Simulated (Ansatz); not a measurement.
Relaxed-ion elastic tensor of BaSnO3 (cubic perovskite, Pm-3m) in GPa (Voigt order), DFT-LDA in the program Ansatz with PAW potentials; density 7.42 g/cm³, 13.61 Å³ per atom.

```
 312  93.6  93.6   0.0   0.0   0.0
93.6   312  93.6   0.0   0.0   0.0
93.6  93.6   312   0.0   0.0   0.0
 0.0   0.0   0.0   100   0.0   0.0
 0.0   0.0   0.0   0.0   100   0.0
 0.0   0.0   0.0   0.0   0.0   100
```

**Question.** Is the crystal mechanically stable?

**Answer.** Yes: the smallest eigenvalue of C is 100 GPa.

**Question.** Work out the Voigt, Reuss and Hill averages.

**Answer.** K_V = 166, K_R = 166, K_H = 166; G_V = 104, G_R = 104, G_H = 104 GPa.

**Question.** Give Young's modulus, Poisson's ratio, Pugh's ratio and the universal anisotropy index.

**Answer.** E = 9KG/(3K + G) = 258 GPa; ν = 0.24; K/G = 1.60 (brittle by the Pugh limit of 1.75); A_U = 5G_V/G_R + K_V/K_R − 6 = 0.01.

**Question.** Estimate the sound speeds and the Debye temperature.

**Answer.** v_l = √((K + 4G/3)/ρ) = 6410 m/s, v_t = √(G/ρ) = 3740 m/s, mean 4150 m/s; Θ = (h/k)(3n/4πV)^(1/3) v_m = 517 K.

**Question.** Give the Zener ratio and Young's modulus along [100], [110] and [111].

**Answer.** A = 2C44/(C11 − C12) = 0.92; 1/E = S11 − 2(S11 − S12 − S44/2)Γ with Γ = 0, 1/4, 1/3 gives 269, 255, 250 GPa.

The cell was relaxed with LDA under the symmetry of its start; phonons on a q-mesh show no instability. Spin–orbit coupling is left out wherever it is not named.

Potentials: the later of the program's two PAW sets.
